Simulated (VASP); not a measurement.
Input of a VASP 6.6.1 run:

run.py

```python
from ase.calculators.vasp import Vasp
from ase.eos import EquationOfState
from ase.io import Trajectory
from ase.io import read
from ase.units import GPa

atoms = read('POSCAR')
calc = Vasp(
    directory='calc',
    xc='pbesol',
    pp='PBE',
    setups='recommended',
    prec='Accurate',
    encut=520,
    ediff=1e-06,
    ismear=1,
    sigma=0.1,
    lreal=False,
    lasph=True,
    nelm=80,
    algo='Normal',
    isif=2,
    lwave=False,
    lcharg=False,
    lorbit=11,
    lsorbit=True,
    gga_compat=False,
    kpts=[7, 7, 7],
    gamma=True,
)
atoms.calc = calc
cell = atoms.cell.copy()
volumes, energies = [], []
traj = Trajectory('eos.traj', 'w')
for x in [0.94, 0.96, 0.98, 1.0, 1.02, 1.04, 1.06]:
    atoms.set_cell(cell * x ** (1 / 3), scale_atoms=True)
    volumes.append(atoms.get_volume())
    energies.append(atoms.get_potential_energy())
    traj.write(atoms)
    print(f'{x:5.2f} {volumes[-1]:12.5f} {energies[-1]:14.6f}')

v0, e0, B = EquationOfState(volumes, energies, eos='murnaghan').fit()
print(f'V0 = {v0:.4f} A^3, E0 = {e0:.6f} eV, B = {B / GPa:.2f} GPa')
```

File POSCAR:

```
Sn
1.0
   -1.9005610000      1.9065240000      1.8877350000
    1.8824330000     -1.9359940000      1.8990770000
    1.8786930000      1.9141260000     -1.9172050000
Sn
1
Direct
    0.0492100000      0.0603890000      0.0318140000
```

Potentials or basis: VASP PAW PBE potentials, release 64 (Sn_d).

The run is started by

```bash
$ python run.py
```

What does it give for the equilibrium volume?

26.38 Å³/atom.

Predict the pressure derivative of the bulk modulus.

4.7.

Predict the bulk modulus at fixed shape and positions.

58 GPa.

Energy against volume, from the lowest point:
```csv
volume (Å³/atom),energy (meV/atom)
25.573,4.19
26.117,0.00
26.661,0.08
27.205,3.95
27.749,11.20
28.293,21.45
28.837,34.38
```

Caveat: the cell was scaled at fixed shape and fractional positions, which overstates the stiffness of a crystal with free parameters, most of all of layers and chains; the PAW data sets were made with another functional, which shifts forces and pressure a little.
